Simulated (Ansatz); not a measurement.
# S on Pt (111)

Aim: for Pt, compare the adsorption sites of S.

Method: DFT PBE+D3(BJ), scalar-relativistic, plane waves, PAW, in Ansatz 0.2.0.

2 further runs of the same task are left out: 2 set aside as unsound or not needed.

### 1 The starting structure

The structure is trigonal, space group P3m1 (No. 156). The conventional cell has a = 2.778 Å, b = 2.778 Å, c = 23.805 Å, α = 90.00°, β = 90.00°, γ = 120.00°. Around Pt (site symmetry 3m) lie 9 Pt at 2.78 Å. Around Pt (site symmetry 3m) lie 12 Pt at 2.77 to 2.78 Å. Pt (site symmetry 3m) has 12 Pt at 2.77 to 2.80 Å as nearest neighbours. Pt (site symmetry 3m) has 9 Pt at 2.78 to 2.80 Å as nearest neighbours.

Structure file:

```xyz
12
Lattice="4.8115 0.0000 0.0000 -2.4058 4.1669 0.0000 0.0000 0.0000 23.8045" Properties=species:S:1:pos:R:3 pbc="T T T"
Pt   -0.8019    1.3890    8.5000
Pt    1.6038    0.0000    8.5000
Pt    1.6038    2.7779    8.5000
Pt    0.8019    1.3890   10.7682
Pt    3.2077    0.0000   10.7682
Pt   -1.6038    2.7779   10.7682
Pt    2.4058    1.3890   13.0283
Pt    0.0000    0.0000   13.0283
Pt    0.0000    2.7779   13.0283
Pt   -0.8019    1.3890   15.3294
Pt    1.6038    0.0000   15.3294
Pt    1.6038    2.7779   15.3294
```

Planes are indexed in the bulk's conventional cell (Fm-3m (No. 225)), a = 3.929 Å, b = 3.929 Å, c = 3.929 Å, α = 90.00°, β = 90.00°, γ = 90.00°.

It is a (111) slab, 6.8 Å thick as cut, with 17 Å of vacuum; its outer planes are Pt (top) and Pt (bottom). An earlier relaxation, lower half held, gave -150279.4873 eV, work function 5.70 eV (top face), 5.68 eV (bottom face).

### 2 S put at a top (Pt) site

The input, input.yaml:

```yaml
crystal:
  lattice:
    - [4.8115405478, 0.0, 0.0]
    - [-2.4057702739, 4.1669163458, 0.0]
    - [0.0, 0.0, 25.8045458987]
  atoms:
    - { symbol: Pt, position: [0.0, 0.3333333333, 0.329399325] }
    - { symbol: Pt, position: [0.3333333333, 0.0, 0.329399325] }
    - { symbol: Pt, position: [0.6666666667, 0.6666666667, 0.329399325] }
    - { symbol: Pt, position: [0.3333333333, 0.3333333333, 0.4172978671] }
    - { symbol: Pt, position: [0.6666666667, 0.0, 0.4172978671] }
    - { symbol: Pt, position: [0.0, 0.6666666667, 0.4172978671] }
    - { symbol: Pt, position: [0.6666666667, 0.3333333333, 0.5048849539] }
    - { symbol: Pt, position: [0.0, 0.0, 0.5048849539] }
    - { symbol: Pt, position: [0.3333333333, 0.6666666667, 0.5048849539] }
    - { symbol: Pt, position: [0.0, 0.3333333333, 0.5940586654] }
    - { symbol: Pt, position: [0.3333333333, 0.0, 0.5940586654] }
    - { symbol: Pt, position: [0.6666666667, 0.6666666667, 0.5940586654] }
    - { symbol: S, position: [0.3333333333, 0.0, 0.6878405909] }
basis:
  ecutwfc: 420
kpoints:
  mp_grid: { grid: [6, 6, 1] }
hamiltonian:
  xc: pbe
  dispersion: d3bj
scf:
  occupations: { method: gaussian, width: 0.1 }
output:
  forces: true
  eigenvalues: true
  write_density: true
  write_potential: true
  elf: true
  volumetric_format: npy
relax:
  adjacent_minimum: "off"
  f_tol: 0.03
  max_steps: 70
  constraints: [{ sites: [0, 1, 2, 3, 4, 5] }]
efield:
  axis: 3
  dipole_correction: true
```

On the command line:

```bash
> ansatz run input.yaml --threads 4 --pin off --max-ram 10240MiB --backend cpu --events-out ev --progress --plain --runs-dir out
```

The session goes on with these runs: start: S, hollow (nearest Pt); start: S, bridge (Pt-Pt); S put at a hollow (nearest Pt) site.

Before running it: what results should come out? Wanted: S: lowest end.

**Answer**, as computed:

| quantity | value |
| --- | --- |
| S: lowest end | E_ads -5.19 eV, from the hollow (nearest Pt) start, 3 bonded, 1.56 Å high |

In words: S binds with 5.19 eV at best, a strong chemical bond when counted from the free atom, not from the element's molecule or solid; the ends span 2.08 eV. It lowers the work function by 0.68 eV, as a dipole layer with its positive end outwards does. The slab runs have no spin polarisation, while the free adsorbate has its spin; a moment that survived on the surface would lower E_ads. A start on a symmetric site keeps its symmetry, so an end may be a saddle point and not a minimum. Spin-orbit coupling is left out for Pt.
